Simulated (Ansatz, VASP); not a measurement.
**Al2O3: VASP beside Ansatz**

Contents of INCAR:

```
PREC = Accurate ; ENCUT = 900
EDIFF = 1E-6 ; ISMEAR = -1
SIGMA = 0.05 ; LREAL = F
LASPH = T ; NELM = 80
ALGO = Fast ; ISIF = 2
LWAVE = F ; LCHARG = F
GGA = PE
```

KPOINTS

```
Automatic mesh
0
Gamma
  7 7 3
```

POSCAR

```
Al2O3
1.0
    3.0174825440      0.0000000000      0.0000000000
   -1.5087412720      2.6132165386      0.0000000000
    0.0000000000      0.0000000000      7.5746360022
Al O
2 3
Direct
    0.0000000000      0.0000000000      0.7220490000
    0.0000000000      0.0000000000      0.2779510000
    0.0000000000      0.0000000000      0.5000000000
    0.6666666667      0.3333333333      0.8005460000
    0.3333333333      0.6666666667      0.1994540000
```

File KPOINTS_OPT:

```
path GMKGALHA,LM,KH
20
line-mode
reciprocal
 0.0000000000  0.0000000000  0.0000000000  G
 0.5000000000  0.0000000000  0.0000000000  M

 0.5000000000  0.0000000000  0.0000000000  M
 0.3333333333  0.3333333333  0.0000000000  K

 0.3333333333  0.3333333333  0.0000000000  K
 0.0000000000  0.0000000000  0.0000000000  G

 0.0000000000  0.0000000000  0.0000000000  G
 0.0000000000  0.0000000000  0.5000000000  A

 0.0000000000  0.0000000000  0.5000000000  A
 0.5000000000  0.0000000000  0.5000000000  L

 0.5000000000  0.0000000000  0.5000000000  L
 0.3333333333  0.3333333333  0.5000000000  H

 0.3333333333  0.3333333333  0.5000000000  H
 0.0000000000  0.0000000000  0.5000000000  A

 0.5000000000  0.0000000000  0.5000000000  L
 0.5000000000  0.0000000000  0.0000000000  M

 0.3333333333  0.3333333333  0.0000000000  K
 0.3333333333  0.3333333333  0.5000000000  H
```

input.yaml

```yaml
crystal:
  lattice:
    - [3.017482544, 0.0, 0.0]
    - [-1.508741272, 2.6132165386, 0.0]
    - [0.0, 0.0, 7.5746360022]
  atoms:
    - { symbol: Al, position: [0.0, 0.0, 0.722049] }
    - { symbol: Al, position: [0.0, 0.0, 0.277951] }
    - { symbol: O, position: [0.0, 0.0, 0.5] }
    - { symbol: O, position: [0.6666666667, 0.3333333333, 0.800546] }
    - { symbol: O, position: [0.3333333333, 0.6666666667, 0.199454] }
hamiltonian:
  xc: pbe
  pseudopotentials: { kind: paw }
kpoints:
  mp_grid: { grid: [7, 7, 3] }
  band_path:
    path:
      - [[0.0, 0.0, 0.0], [0.5, 0.0, 0.0], [0.3333333333, 0.3333333333, 0.0], [0.0, 0.0, 0.0], [0.0, 0.0, 0.5], [0.5, 0.0, 0.5], [0.3333333333, 0.3333333333, 0.5], [0.0, 0.0, 0.5]]
      - [[0.5, 0.0, 0.5], [0.5, 0.0, 0.0]]
      - [[0.3333333333, 0.3333333333, 0.0], [0.3333333333, 0.3333333333, 0.5]]
    npoints: 14
scf:
  occupations: { method: fermi_dirac, width: 0.05 }
  n_extra_bands: 12
output:
  forces: true
  stress: true
  eigenvalues: true
  fatbands: false
```

Measurements of this composition are mostly on another form, of space group No. 167.

Alike in both runs: task band structure; functional PBE; k mesh 7 × 7 × 3; occupations fermi-dirac, width 0.05 eV; no spin polarisation.

|  | VASP | Ansatz |
| --- | --- | --- |
| version | VASP 6.6.1 | Ansatz 0.2.0 |
| potentials or method | VASP PAW PBE potentials, release 64 (Al_GW, O_GW) | Ansatz PAW |
| plane-wave cutoff (eV) | 900 | 420 |
| valence electrons in the cell | 24 | 24 |

```csv
,VASP,Ansatz,Ansatz less VASP
gap on the k mesh at the Fermi level (eV),2.30,2.30,-0.003
least direct gap on the mesh (eV),2.30,2.30,-0.003
gap along the band path (eV),2.30,2.30,-0.003
pressure (GPa),-0.9,-0.5,+0.40
largest component of the traceless stress (GPa),0.18,0.13,-0.054
rms of the force components (eV/Å),0.059,0.054,-0.0042
```

Atom by atom the forces differ by 0.021 eV/Å (rms over components). With one functional, cell and mesh, what is left measures potentials, basis and numerics.

Caveats: the pressure holds a Pulay correction of +0.6 GPa for the finite cutoff (Ansatz).
